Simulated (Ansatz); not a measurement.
## WSi2As4 monolayer in a perpendicular field

Wanted: the out-of-plane response of the WSi2As4 monolayer. A positive field points along +c.

Calculated with Ansatz 0.2.0; plane-wave DFT, PBE-D3(BJ), Ansatz PAW (set soft_1); PAW set soft_1.

### 1. Set-up

The cell holds 7 atoms: 4 As, 2 Si and 1 W. Cell: a = 3.630 Å, b = 3.630 Å, c = 49.355 Å, α = 90.0°, β = 90.0°, γ = 120.0°. Vacuum lies along c.

### 2. Relaxing the slab

The starting cell is a guess, so the in-plane lattice and the atoms are relaxed first, with the slab cut off from its images along the normal.

Input file input.yaml:

```yaml
crystal:
  lattice:
    - [3.63, 0.0, 0.0]
    - [-1.815, 3.1436722157, 0.0]
    - [0.0, 0.0, 49.355114908]
  atoms:
    - { symbol: As, position: [0.0, 0.0, 0.4072526229] }
    - { symbol: Si, position: [0.3333333333, 0.6666666667, 0.4226911672] }
    - { symbol: As, position: [0.3333333333, 0.6666666667, 0.4678739209] }
    - { symbol: W, position: [0.0, 0.0, 0.5] }
    - { symbol: As, position: [0.3333333333, 0.6666666667, 0.5321260791] }
    - { symbol: Si, position: [0.3333333333, 0.6666666667, 0.5773088328] }
    - { symbol: As, position: [0.0, 0.0, 0.5927473771] }
  periodic: [true, true, false]
kpoints:
  mp_grid: { grid: [12, 12, 1] }
hamiltonian:
  xc: pbe
  dispersion: d3bj
  pseudopotentials: { kind: paw, azcp: { folder: soft_1 } }
scf:
  occupations: { method: fermi_dirac, width: 0.05 }
  convergence: { dr2_threshold: 1.0e-09 }
relax:
  f_tol: 0.004
  max_steps: 90
  cell: {}
output:
  write_potential: true
  write_density: true
  volumetric_format: npy
```

On the command line:

```
$ ansatz run input.yaml --threads 4 --pin off --max-ram 6144MiB --backend cpu --events-out ev --progress --plain --runs-dir out
```

Numbers of over 12 decimals in the logs are rounded to 6 here.

What it wrote:

```text
Warning: relax.cell: scf.convergence.dr2_threshold = 1e-9 eV is looser than the 1.90778098944e-10 eV advised for a relaxation that steers and ends on the stress (1e-10 eV for each atom of the cell: 7, times the square of relax.cell.stress_2d_tol = 0.05 N/m over 19.2 Å (the atoms' height at the walk's start and 5 Å past either face), 2.610e-2 GPa, over a crystal's default 0.05). What an SCF threshold leaves in a stress goes as its square root, and in the free energy as the threshold itself, and one threshold admits the most on a small cell: [figures from the program's tests cut] Set scf.convergence.dr2_threshold to 1.90778098944e-10 eV or tighter. [rest of the remark cut]
Engine: ansatz 0.2.0, aarch64-unknown-linux-gnu
Pseudopotentials: kind: paw
Pseudopotential: As, paw, valence charge 15, recommended cutoff 420 eV (normal), soft_1/As.paw.azcp
Pseudopotential: Si, paw, valence charge 4, recommended cutoff 420 eV (normal), soft_1/Si.paw.azcp
Pseudopotential: W, paw, valence charge 14, recommended cutoff 420 eV (normal), soft_1/W.paw.azcp
Functional definition: PBE
  parameter kappa = 0.804
  parameter beta = 0.066725
  exchange = pbe_x(kappa = kappa, mu = beta*pi^2/3)
  correlation = pbe_c(beta = beta)
Crystal: 7 atoms, lattice volume = 563.217 Å³
Basis set: ecut = 420 eV, 10869 PW (Γ), exchange–correlation on 50×50×720 points (8 copies of the dense FFT grid, shifted against one another)
Bands: 50, of which v1, the nominal top of the filled ones, is band 41 counted from 1 (40 counted from 0)
Symmetry: 12 space group operations
Space group: P-6m2 (ITA 187), of the structure as read, at distance tolerance 8.3e-5 Å
k-points: 19 of 144 (time reversal used)
Non-local potential: As, projectors of the file, l = 0: 2, l = 1: 2, l = 2: 3, l = 3: 1
Non-local potential: Si, projectors of the file, l = 0: 2, l = 1: 2, l = 2: 1
Non-local potential: W, projectors of the file, l = 0: 3, l = 1: 2, l = 2: 2, l = 3: 1
PAW form: soft (Blöchl's): semilocal exchange-correlation on the pseudo side does not see the compensation charge
PAW one-centre angular grid: As, 590 points (default); XC on 64 Gauss nodes
PAW one-centre angular grid: Si, 110 points (default); XC on 64 Gauss nodes
PAW one-centre angular grid: W, 590 points (default); XC on 64 Gauss nodes
Initial density: superposition of atomic densities (neutral atoms: chi_scale 0, normalization atom)
Initial wavefunctions: pseudopotential atomic-orbital guess
Functional: x = pbe(κ = 0.804, μ = 0.219515), c = pbe(β = 0.066725)
SCF iter   1: F=—  HF=-31084.124316 eV  |F-HF|=—  |Δ(HF+E_count)|=         —  Δρ=2.09e-2  dr2=3.64e0  ethr=3.10e-3  ⟨swp⟩=15.2  Hψ=5780  notcnv=0  defer=1
preconditioner: auto → Resta (q_TF=auto, 1.979 Å⁻¹)  ε∞=2.1  [insulator: Δε(μ)=0.693 eV  Ē_g=8.632 eV  σ=0.050 eV  W_gap=1.00  n_scr=30 (ndim 8)  ℏωp=9.1 eV  f_vac=0.731  D(μ)=0.00/eV (n_scr^D=0)  ε∞_Penn≈2.1  vacuum switching on, ρ_ref=5.4e-3 e/Å³]
SCF iter   2: F=—  HF=-31083.727194 eV  |F-HF|=—  |Δ(HF+E_count)|=   3.97e-1  Δρ=1.32e-2  dr2=4.71e0  ethr=3.10e-3  ⟨swp⟩=4.6  Hψ=1821  notcnv=0  defer=39
preconditioner: auto → LDOS  [metal: Δε(μ)=0.096 eV  Ē_g=8.530 eV  σ=0.050 eV  W_gap=0.39  n_scr=30 (ndim 8)  ℏωp=9.1 eV  f_vac=0.732  D(μ)=1.71/eV (n_scr^D=10)  β→1.0]
SCF iter   3: F=—  HF=-31083.406085 eV  |F-HF|=—  |Δ(HF+E_count)|=   3.21e-1  Δρ=4.27e-3  dr2=3.75e-1  ethr=3.10e-3  ⟨swp⟩=3.8  Hψ=1607  notcnv=0  defer=42
SCF iter   4: F=—  HF=-31083.389799 eV  |F-HF|=—  |Δ(HF+E_count)|=   1.63e-2  Δρ=2.33e-3  dr2=6.58e-2  ethr=4.57e-4  ⟨swp⟩=4.0  Hψ=1971  notcnv=0  defer=42
SCF iter   5: F=—  HF=-31083.372012 eV  |F-HF|=—  |Δ(HF+E_count)|=   1.78e-2  Δρ=4.24e-4  dr2=3.06e-3  ethr=8.03e-5  ⟨swp⟩=3.1  Hψ=1918  notcnv=0  defer=41
SCF iter   6: F=—  HF=-31083.372359 eV  |F-HF|=—  |Δ(HF+E_count)|=   3.47e-4  Δρ=2.51e-4  dr2=1.19e-3  ethr=3.73e-6  ⟨swp⟩=3.4  Hψ=2134  notcnv=0  defer=41
SCF iter   7: F=—  HF=-31083.372267 eV  |F-HF|=—  |Δ(HF+E_count)|=   9.18e-5  Δρ=9.21e-5  dr2=1.35e-4  ethr=1.45e-6  ⟨swp⟩=2.8  Hψ=1414  notcnv=0  defer=41
SCF iter   8: F=—  HF=-31083.372280 eV  |F-HF|=—  |Δ(HF+E_count)|=   1.27e-5  Δρ=2.72e-5  dr2=3.51e-6  ethr=1.64e-7  ⟨swp⟩=3.2  Hψ=1586  notcnv=0  defer=41
SCF iter   9: F=—  HF=-31083.372298 eV  |F-HF|=—  |Δ(HF+E_count)|=   1.79e-5  Δρ=1.02e-5  dr2=6.37e-7  ethr=4.28e-9  ⟨swp⟩=3.7  Hψ=2064  notcnv=0  defer=41
SCF iter  10: F=—  HF=-31083.372299 eV  |F-HF|=—  |Δ(HF+E_count)|=   9.41e-7  Δρ=2.66e-6  dr2=5.06e-8  ethr=7.77e-10  ⟨swp⟩=3.1  Hψ=1618  notcnv=0  defer=41
SCF iter  11: F=—  HF=-31083.372299 eV  |F-HF|=—  |Δ(HF+E_count)|=   1.87e-7  Δρ=4.72e-7  dr2=1.27e-9  ethr=6.17e-11  ⟨swp⟩=3.2  Hψ=1756  notcnv=0  defer=41
SCF iter  12: F=-31083.372299 eV  HF=-31083.372299 eV  |F-HF|=3.09e-10  |Δ(HF+E_count)|=   1.37e-8  Δρ=8.22e-8  dr2=1.25e-10  ethr=1.22e-12  ⟨swp⟩=12.7  Hψ=7102  notcnv=0
SCF 1 converged in 12 iterations: F = -31083.372299 eV  dr2 = 1.25e-10
  greatest PAW one-centre occupation: 0.999 electrons in one spin orbital (limit 2), on the As atom at site 4 (counted from 0), in its partial waves of l = 2
relax step   1: F+E_penalty+E_count = -31083.37229918 eV  Δ(F+E_penalty+E_count) = +0.000e0 eV  max|allowed force component| = 3.107e0 eV/Å  Δτ_max = 0.0000 Å  P = +1.915 N/m  Ω = 563.217 Å³  fix = [c, alpha, beta]  reactions: c +0.000 N/m  (12 SCF iters, accepted)
Crystal: 7 atoms, lattice volume = 550.143 Å³
Basis set: ecut = 420 eV, 10539 PW (Γ), exchange–correlation on 50×50×720 points (8 copies of the dense FFT grid, shifted against one another)
Initial density: handed on by an earlier stage of this run
Initial wavefunctions: those handed on with the density
iter 1 solved again at ethr=6.46e-4 eV; its pass at ethr=3.10e-3 eV (dr2=5.30e-1 eV) is discarded
SCF iter   1: F=—  HF=-31084.772880 eV  |F-HF|=—  |Δ(HF+E_count)|=         —  Δρ=8.04e-3  dr2=5.28e-1  ethr=6.46e-4  ⟨swp⟩=2.5  Hψ=7021  notcnv=0
preconditioner: auto → Resta (q_TF=auto, 1.987 Å⁻¹)  ε∞=2.2  [insulator: Δε(μ)=0.367 eV  Ē_g=8.494 eV  σ=0.050 eV  W_gap=0.94  n_scr=30 (ndim 8)  ℏωp=9.2 eV  f_vac=0.729  D(μ)=0.05/eV (n_scr^D=0)  ε∞_Penn≈2.2  vacuum switching on, ρ_ref=5.2e-3 e/Å³]
SCF iter   2: F=—  HF=-31084.679118 eV  |F-HF|=—  |Δ(HF+E_count)|=   9.38e-2  Δρ=4.15e-3  dr2=1.67e-1  ethr=6.43e-4  ⟨swp⟩=4.3  Hψ=1784  notcnv=0
SCF iter   3: F=—  HF=-31084.658649 eV  |F-HF|=—  |Δ(HF+E_count)|=   2.05e-2  Δρ=2.69e-3  dr2=7.93e-2  ethr=2.03e-4  ⟨swp⟩=4.6  Hψ=1912  notcnv=0  defer=37
SCF iter   4: F=—  HF=-31084.654284 eV  |F-HF|=—  |Δ(HF+E_count)|=   4.37e-3  Δρ=1.08e-3  dr2=4.84e-2  ethr=9.68e-5  ⟨swp⟩=4.3  Hψ=1608  notcnv=0  defer=48
[...]
SCF 3 converged in 12 iterations: F = -31084.902478 eV  dr2 = 3.72e-11
  greatest PAW one-centre occupation: 0.999 electrons in one spin orbital (limit 2), on the As atom at site 2 (counted from 0), in its partial waves of l = 2
relax step   3: F+E_penalty+E_count = -31084.90247785 eV  Δ(F+E_penalty+E_count) = -2.538e-1 eV  max|allowed force component| = 1.446e-1 eV/Å  Δτ_max = 0.1960 Å  P = +0.249 N/m  Ω = 541.576 Å³  energy of the carried Pulay correction = +9.475e-4 eV  fix = [c, alpha, beta]  reactions: c +0.000 N/m  (12 SCF iters, accepted)
[...]
relax step   4: F+E_penalty+E_count = -31084.90465207 eV  Δ(F+E_penalty+E_count) = -2.174e-3 eV  max|allowed force component| = 3.765e-2 eV/Å  Δτ_max = 0.0115 Å  P = +0.068 N/m  Ω = 542.523 Å³  energy of the carried Pulay correction = +9.053e-4 eV  fix = [c, alpha, beta]  reactions: c +0.000 N/m  (9 SCF iters, accepted)
[...]
relax step   5: F+E_penalty+E_count = -31084.90479792 eV  Δ(F+E_penalty+E_count) = -1.458e-4 eV  max|allowed force component| = 4.081e-3 eV/Å  Δτ_max = 0.0044 Å  P = +0.018 N/m  Ω = 542.699 Å³  energy of the carried Pulay correction = +8.974e-4 eV  fix = [c, alpha, beta]  reactions: c +0.000 N/m  (8 SCF iters, accepted)
[...]
relax step   6: F+E_penalty+E_count = -31084.90479572 eV  Δ(F+E_penalty+E_count) = +2.197e-6 eV  max|allowed force component| = 1.177e-3 eV/Å  Δτ_max = 0.0006 Å  P = -0.002 N/m  Ω = 542.817 Å³  energy of the carried Pulay correction = +8.922e-4 eV  fix = [c, alpha, beta]  reactions: c -0.000 N/m  (6 SCF iters, accepted)
Basis set: ecut = 420 eV, 10467 PW (Γ), exchange–correlation on 48×48×720 points (8 copies of the dense FFT grid, shifted against one another)
Initial wavefunctions: pseudopotential atomic-orbital guess (no wavefunctions were taken with the density)
iter 1 solved again at ethr=2.68e-6 eV; its pass at ethr=3.10e-3 eV (dr2=2.20e-3 eV) is discarded
SCF iter   1: F=—  HF=-31084.904007 eV  |F-HF|=—  |Δ(HF+E_count)|=         —  Δρ=2.02e-5  dr2=4.67e-7  ethr=2.68e-6  ⟨swp⟩=5.5  Hψ=9230  notcnv=0
eigensolver tolerance schedule: the retry pair's looser diagonalisation over-reported the residual by 4705.90 of it (diagonalisation noise at an unbounded share of the residual, at the tolerance the schedule requests for it); recorded, not acted on — ethr = c·dr2/N_el stays at c = 1.0e-1
SCF iter   2: F=—  HF=-31084.903976 eV  |F-HF|=—  |Δ(HF+E_count)|=   3.08e-5  Δρ=1.08e-5  dr2=1.55e-7  ethr=5.70e-10  ⟨swp⟩=5.5  Hψ=3207  notcnv=0
SCF iter   3: F=—  HF=-31084.903976 eV  |F-HF|=—  |Δ(HF+E_count)|=   2.17e-7  Δρ=4.09e-6  dr2=3.38e-7  ethr=1.89e-10  ⟨swp⟩=3.1  Hψ=1544  notcnv=0
SCF iter   4: F=—  HF=-31084.903976 eV  |F-HF|=—  |Δ(HF+E_count)|=   1.16e-8  Δρ=2.18e-6  dr2=1.02e-7  ethr=1.89e-10  ⟨swp⟩=2.9  Hψ=1249  notcnv=0
SCF iter   5: F=—  HF=-31084.903976 eV  |F-HF|=—  |Δ(HF+E_count)|=   4.05e-9  Δρ=8.22e-7  dr2=5.73e-9  ethr=1.24e-10  ⟨swp⟩=2.1  Hψ=1280  notcnv=0
SCF iter   6: F=-31084.903976 eV  HF=-31084.903976 eV  |F-HF|=2.44e-10  |Δ(HF+E_count)|=  7.28e-12  Δρ=2.47e-7  dr2=2.93e-10  ethr=1.22e-12  ⟨swp⟩=15.2  Hψ=8336  notcnv=0
SCF 7 converged in 6 iterations: F = -31084.903976 eV  dr2 = 2.93e-10
relax step   7: F+E_penalty+E_count = -31084.90397640 eV  Δ(F+E_penalty+E_count) = +8.193e-4 eV  max|allowed force component| = 1.136e-3 eV/Å  Δτ_max = 0.0000 Å  P = -0.008 N/m  Ω = 542.817 Å³  fix = [c, alpha, beta]  reactions: c -0.000 N/m  stress off target by 8.45e-3 N/m on what of the cell is left free  SCF on the basis re-selected at this cell (its energy is not comparable with the rows above)  (6 SCF iters)
basis re-selected at this cell: Δ(F+E_penalty+E_count) = +8.193e-4 eV, ΔP = -0.006 N/m vs the last step (what re-selecting the basis moved, of the pressure what is left beyond the Pulay correction that the steps carried, after the strain that the cell walked since its last selection, with what the two solves' SCF thresholds leave and, on support functions, any second-order correction that the steps lacked; it is no measure of the basis error at this ecutwfc). The dense FFT grid was sized anew with the basis: this SCF ran on 24×24×360 points, the steps before it on 25×25×360, so part of this shift can come from that change (see relax.cell in the input reference). [rest of the remark cut]
WARN: The output density's exchange-correlation potential varies sharply where the density is thin. Do not read a vacuum level from v_tot or v_xc, or from such a field of the output density. On a cell that repeats whose density bears no net charge and no dipole along the vacuum's axis use v_es (v_loc + v_h of the components); under efield.dipole_correction with no amplitude use v_es + v_field, which holds any externa [...]
SCF converged after 6 iterations
Free energy (F): -31084.903976 eV
Harris-Foulkes:  -31084.903976 eV  (|F-HF|=2.44e-10)
Internal energy: -31084.903962 eV  (E = F + TS)
E sigma→0 (E₀):  -31084.903969 eV
Entropy (-TS):   -0.000015 eV (-0.002 meV/atom)
Fermi energy:    -4.405704 eV
--- Per-component energies (eV) ---
  E_band       = -2359.581092
  E_kinetic    = 895.901084
  E_local      = -476171.268270  (includes V_loc(G=0)·N_el)
  E_nonlocal   = -1551.455614
  E_hartree    = 237852.948227
  E_xc         = -663.022131
  E_vxc        = -622.997102  (∫ρ·V_xc dr)
  E_paw        = -17655.332506  (= ΣΔE_a)
  E_vpaw       = -615.652550  (= ΣTr[D̂ρ^β])
  E_aug_tail   = 0.000194  (compensation charges beyond the density's cutoff)
  E_ewald      = 226209.861593
  E_disp       = -2.536538  (pairwise vdW)
  E_smearing   = -0.000015  (= −TS)
  E_closure    = -0.000000  (closes the sum)
  Σ components = -31084.903976   (vs F -31084.903976, Δ=0.00e0)
--- Forces (eV/Å), atoms counted from 1 ---
  atom   1  As     0.00000000    -0.00000000    -0.00083142
  atom   2  Si     0.00000000    -0.00000000     0.00113596
  atom   3  As     0.00000000    -0.00000000    -0.00000386
  atom   4  W      0.00000000     0.00000000     0.00000000
  atom   5  As     0.00000000    -0.00000000     0.00000386
  atom   6  Si     0.00000000    -0.00000000    -0.00113596
  atom   7  As     0.00000000    -0.00000000     0.00083142
  max |Σ_I F_I| component: 6.82e-17 eV/Å
--- 2D stress c σ (N/m, compression-positive) ---
       -0.008454       0.000000       0.000000
        0.000000      -0.008454       0.000000
        0.000000       0.000000       0.000000
  P = ½ c Tr σ = -0.0085 N/m
--- Band table (eV; the first three rows and the last of 19) ---
  k-point 0: bands = [... 37 lower, -5.3522, -5.2794, -5.2794, -5.0558, -2.0328, -1.9959, -1.9916, -1.9916, ... 5 higher]
  k-point 1: bands = [... 37 lower, -5.6643, -5.5575, -5.4692, -5.0444, -2.3252, -2.2602, -1.7981, -1.7196, ... 5 higher]
  k-point 2: bands = [... 37 lower, -5.9966, -5.8878, -5.8844, -5.2021, -2.8285, -2.7527, -1.8507, -1.8432, ... 5 higher]
  k-point 18: bands = [... 37 lower, -7.6411, -6.6444, -5.8820, -4.7858, -3.9950, -3.6246, -3.2345, -2.5305, ... 5 higher]
  the weakly bound empty levels are not read free of the cell's end (no_gap_told)
--- Relaxed structure (6 steps of the walk, 6 accepted, 1 SCFs on fresh bases) ---
  F+E_penalty+E_count = -31084.90397640 eV   max|allowed force component| = 1.136e-3 eV/Å   (the final SCF, on the basis selected at the relaxed cell)
  cell:  # Å, volume = 542.8166 Å³
    - [3.563651, -7.366233983817616e-18, 0.0]
    - [-1.781825, 3.086212, 0.0]
    - [0.0, 0.0, 49.355114908]
  atoms:
    - { symbol: As, position: [1.0573552618554987e-17, -5.135725556199063e-17, 0.399233] }
    - { symbol: Si, position: [0.333333, 0.666667, 0.422078] }
    - { symbol: As, position: [0.333333, 0.666667, 0.469558] }
    - { symbol: W, position: [1.0573552618554987e-17, -5.135725556199063e-17, 0.500000] }
    - { symbol: As, position: [0.333333, 0.666667, 0.530442] }
    - { symbol: Si, position: [0.333333, 0.666667, 0.577922] }
    - { symbol: As, position: [1.0573552618554987e-17, -5.135725556199063e-17, 0.600767] }
```

It took 92 s on 4 threads of Arm Neoverse V2, shared host; peak memory 1.2 GiB; 5.9 min of CPU time.

Step by step:

| step | energy less that of the first step (eV) | largest force component (eV/Å) | volume (Å³) |
| --- | --- | --- | --- |
| 1 | 0.0000 | 3.1066 | 563.22 |
| 2 | -1.2764 | 1.5429 | 550.14 |
| 3 | -1.5302 | 0.1446 | 541.58 |
| 4 | -1.5324 | 0.0376 | 542.52 |
| 5 | -1.5325 | 0.0041 | 542.70 |
| 6 | -1.5325 | 0.0012 | 542.82 |
| 7* | -1.5317 | 0.0011 | 542.82 |

Relaxation steps marked * repeat the geometry before them on a plane-wave basis chosen anew for their cell, so energy and pressure can jump there.

Forces are held to the 12 operations that the run works with; a distortion that breaks them can't arise in this run.

| cell as run | before | after | change |
| --- | --- | --- | --- |
| a (Å) | 3.630 | 3.564 | -1.8 % |
| b (Å) | 3.630 | 3.564 | -1.8 % |

The atoms that moved most (Å, along periodic axes as changes of fractional coordinates times the final cell, across vacuum about the mean position):

| atom | dx | dy | dz | length |
| --- | --- | --- | --- | --- |
| As1 | 0.000 | 0.000 | -0.396 | 0.396 |
| As7 | 0.000 | 0.000 | 0.396 | 0.396 |
| As5 | 0.000 | 0.000 | -0.083 | 0.083 |
| As3 | 0.000 | 0.000 | 0.083 | 0.083 |
| Si2 | 0.000 | 0.000 | -0.030 | 0.030 |
| Si6 | 0.000 | 0.000 | 0.030 | 0.030 |

The lattice constant a goes from 3.630 to 3.564 Å.

(Continued in part 2 of 2.)

[Logs are printed without paths, hosts, clocks, repeated set-up lines and the standing remarks that a program may print on its own settings, such as how far it seeks lower states.]

[Hosts, paths, dates, database ids (printed as entryN), source tags and the programs' standing remarks are cut or masked in the printed files.]

[Maps of the electrostatic potential energy from Ansatz leave out the sawtooth potential of an applied field or a dipole correction, so their vacuum need not be flat; planar profiles and work functions include it.]
